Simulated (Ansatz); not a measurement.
**How far is this BeSe5 from the hull?**

Level of theory: DFT PBE, scalar-relativistic, plane waves, PAW in Ansatz 0.2.0. Settings: cutoff 420 eV, Γ-centred meshes spaced at most about 0.3 Å⁻¹, and about 0.25 Å⁻¹ or finer for metals (2π included), Gaussian smearing. No spin polarisation.

The zero of energy is the elements' standard structures at the same level; no fitted shifts are applied.

All energies are static (0 K, no zero-point motion). No dispersion correction is applied, so the spacing and binding between layers, chains or molecules are poorly described (BeSe5 P4/mmm). The reference form of Se is held partly by dispersion forces, which this level lacks.

The competitors are the elements and 1 reference phase of this chemical system (from databases or known types: BeSe), relaxed at the same level; other known phases may be missing.

The candidate was reached from: Hf5Pb type (P4/mmm).

```xyz
6
Lattice="3.2377 0.0000 0.0000 0.0000 3.2377 0.0000 0.0000 0.0000 11.3302" Properties=species:S:1:pos:R:3 pbc="T T T"
Be    1.6189    1.6189    0.0000
Se    1.6189    1.6189    3.8921
Se    1.6189    1.6189    7.4382
Se    0.0000    0.0000    1.2471
Se    0.0000    0.0000   10.0831
Se    0.0000    0.0000    5.6651
```

Q: Into what would it decompose?

A: Its formation energy is 0.466 eV/atom. The lowest competing mixture at this composition is this:

| phase | space group | source | share of atoms | ΔE_f (eV/atom) |
| --- | --- | --- | --- | --- |
| Se | - | element | 0.6667 | 0.000 |
| BeSe | F-43m (No. 216) | COD | 0.3333 | -0.797 |

The mixture lies at -0.266 eV/atom, and the candidate lies 0.73 eV/atom above it. The candidate matches no cell in the subsets of the Crystallography Open Database and the Materials Project at hand. A phase this far over the hull is unlikely to be made. It holds Se–Se pairs (shortest 2.49 Å).
